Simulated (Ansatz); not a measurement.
The system is Ru.

```
Ru
1.0
     2.70580    0.00000    0.00000
    -1.35290    2.34329    0.00000
     0.00000    0.00000    4.28190
Ru
2
Direct
  0.66667 0.33333 0.75000
  0.33333 0.66667 0.25000
```

| Property | Result |
| --- | --- |
| Program | Ansatz 0.2.0 |
| Task | single point |
| Functional | PBE |
| Potentials or basis | all-electron LAPW, scalar-relativistic |
| Cutoff | 281 eV (chosen from the basis error) |
| Basis error allowed | 0.001 eV/atom |
| k mesh | 11 × 11 × 6 |
| Occupations | fermi-dirac, width 0.05 eV |
| Spin | no spin polarisation |

On this cell: pressure 4.5 GPa; largest force under 0.003 eV/Å; band gap on the k mesh none (metal or under the smearing width).

The same run follows on a disturbed copy (atoms moved at random, drawn with an rms of 0.05 Å):

```
Ru
1.0
     2.70580    0.00000    0.00000
    -1.35290    2.34329    0.00000
     0.00000    0.00000    4.28190
Ru
2
Direct
  0.67236 0.34385 0.74518
  0.32157 0.68043 0.24367
```

Q: What does the disturbed cell give?

A: The energy (extrapolated to zero smearing) moves by +4.7 meV/atom; pressure 4.6 GPa; largest force 0.350 eV/Å; band gap on the k mesh none (metal or under the smearing width).

Forces on the atoms (eV/Å):
```
Ru  -0.336  0.049 -0.083
Ru   0.336 -0.049  0.083
```

Stress tensor (GPa, compression positive):
```
 4.37  1.03  0.05
 1.03  4.76 -0.01
 0.05 -0.01  4.81
```

The runs don't all hold the same shells in valence.
